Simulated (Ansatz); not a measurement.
## AlNi under changes of volume

One of the cells (11.956 Å³/atom); the others are scaled copies at fixed shape and fractional positions:

```xyz
2
Lattice="2.8810 0.0000 0.0000 0.0000 2.8810 0.0000 0.0000 0.0000 2.8810" Properties=species:S:1:pos:R:3 pbc="T T T"
Ni    1.4405    1.4405    1.4405
Al    0.0000    0.0000    0.0000
```

| Item | Value |
| --- | --- |
| Program | Ansatz 0.2.0 |
| Functional | PBEsol |
| Potentials or basis | all-electron LAPW, scalar-relativistic |
| Cutoff | 255 eV (chosen from the basis error) |
| Basis error allowed | 0.001 eV/atom |
| k mesh | 9 × 9 × 9 |
| Occupations | fermi-dirac, width 0.05 eV |
| Spin | collinear spin, ferromagnetic start |
| Starting moments | [1.0, 0.0] μB |

```tsv
volume (Å³/atom)	energy over the lowest point (meV/atom)	pressure (GPa)
11.239	?	?
11.478	2.61	3.7
11.717	0.00	0.0
11.956	2.67	-3.4
12.196	10.08	-6.4
12.435	21.73	-9.1
12.674	37.20	-11.5
```

Problem. What does the run at 11.239 Å³/atom give?

Solution. Energy over the lowest point 11.11 meV/atom; pressure 7.8 GPa.

Worked out: A Birch-Murnaghan fit of order 3 (a polynomial in V^(-2/3)) to the other rows has its minimum at 11.71 Å³/atom with B0 = V·E''(V) = 173 GPa and B' = 4.2. It gives 11.06 meV/atom at 11.239 Å³/atom, against the run's 11.11, and -dE/dV = 7.8 GPa, against 7.8.

Energies are extrapolated to zero smearing.

Caveats: the starting moments weren't kept.
